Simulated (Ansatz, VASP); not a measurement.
# Al2O3: VASP beside Ansatz

INCAR

```
SYSTEM = Al2O3
PREC = Accurate
ENCUT = 900
EDIFF = 1E-6
ISMEAR = -1
SIGMA = 0.05
LREAL = .False.
LASPH = .True.
NELM = 100
ALGO = Fast
ISIF = 2
LWAVE = .False.
LCHARG = .False.
GGA = PE
```

File KPOINTS:

```
regular mesh
0
Gamma
  8 8 3
  0 0 0
```

POSCAR

```
Al2O3
1.0
    2.8843249483      0.0000000000      0.0000000000
   -1.4421624742      2.4978986780      0.0000000000
    0.0000000000      0.0000000000      9.3367544600
Al O
2 3
Direct
    0.0000000000      0.0000000000      0.8500076700
    0.0000000000      0.0000000000      0.1499923300
    0.3333333333      0.6666666667      0.7776830800
    0.6666666667      0.3333333333      0.0000000000
    0.3333333333      0.6666666667      0.2223169200
```

KPOINTS_OPT

```
path GMKGALHA,LM,KH
10
line-mode
reciprocal
 0.0000000000  0.0000000000  0.0000000000  G
 0.5000000000  0.0000000000  0.0000000000  M

 0.5000000000  0.0000000000  0.0000000000  M
 0.3333333333  0.3333333333  0.0000000000  K

 0.3333333333  0.3333333333  0.0000000000  K
 0.0000000000  0.0000000000  0.0000000000  G

 0.0000000000  0.0000000000  0.0000000000  G
 0.0000000000  0.0000000000  0.5000000000  A

 0.0000000000  0.0000000000  0.5000000000  A
 0.5000000000  0.0000000000  0.5000000000  L

 0.5000000000  0.0000000000  0.5000000000  L
 0.3333333333  0.3333333333  0.5000000000  H

 0.3333333333  0.3333333333  0.5000000000  H
 0.0000000000  0.0000000000  0.5000000000  A

 0.5000000000  0.0000000000  0.5000000000  L
 0.5000000000  0.0000000000  0.0000000000  M

 0.3333333333  0.3333333333  0.0000000000  K
 0.3333333333  0.3333333333  0.5000000000  H
```

Contents of input.yaml:

```yaml
crystal:
  lattice:
    - [2.8843249483, 0.0, 0.0]
    - [-1.4421624742, 2.497898678, 0.0]
    - [0.0, 0.0, 9.33675446]
  atoms:
    - { symbol: Al, position: [0.0, 0.0, 0.85000767] }
    - { symbol: Al, position: [0.0, 0.0, 0.14999233] }
    - { symbol: O, position: [0.3333333333, 0.6666666667, 0.77768308] }
    - { symbol: O, position: [0.6666666667, 0.3333333333, 0.0] }
    - { symbol: O, position: [0.3333333333, 0.6666666667, 0.22231692] }
hamiltonian:
  xc: pbe
  pseudopotentials: { kind: paw }
kpoints:
  mp_grid: { grid: [8, 8, 3] }
  band_path:
    path:
      - [[0.0, 0.0, 0.0], [0.5, 0.0, 0.0], [0.3333333333, 0.3333333333, 0.0], [0.0, 0.0, 0.0], [0.0, 0.0, 0.5], [0.5, 0.0, 0.5], [0.3333333333, 0.3333333333, 0.5], [0.0, 0.0, 0.5]]
      - [[0.5, 0.0, 0.5], [0.5, 0.0, 0.0]]
      - [[0.3333333333, 0.3333333333, 0.0], [0.3333333333, 0.3333333333, 0.5]]
    npoints: 14
scf:
  occupations: { method: fermi_dirac, width: 0.05 }
  n_extra_bands: 12
output:
  forces: true
  stress: true
  eigenvalues: true
  fatbands: false
  write_density: true
  write_potential: true
  elf: true
  volumetric_format: npy
```

Measurements of this composition are mostly on another form, of space group No. 167.

Alike in both runs: task band structure; functional PBE; k mesh 8 × 8 × 3; occupations fermi-dirac, width 0.05 eV; no spin polarisation.

```csv
,VASP,Ansatz
version,VASP 6.6.1,Ansatz 0.2.0
potentials or method,"VASP PAW PBE potentials, release 64 (Al_GW, O_GW)",Ansatz PAW
plane-wave cutoff (eV),900,420
valence electrons in the cell,24,24
```

VASP gave:

```
gap on the k mesh at the Fermi level (eV) : 4.79
least direct gap on the mesh (eV)         : 5.02
gap along the band path (eV)              : 4.78
pressure (GPa)                            : -0.2
rms of the force components (eV/Å)        : 0.008
```

Task: Which values does Ansatz return?

Result: gap on the k mesh at the Fermi level (eV): 4.80; least direct gap on the mesh (eV): 5.03; gap along the band path (eV): 4.79; pressure (GPa): 0.1; rms of the force components (eV/Å): 0.022.

Atom by atom the forces differ by 0.028 eV/Å (rms over components).

Caveats: the pressure holds a Pulay correction of +0.5 GPa for the finite cutoff (Ansatz). As with any semilocal functional, this PBE gap is likely too small.
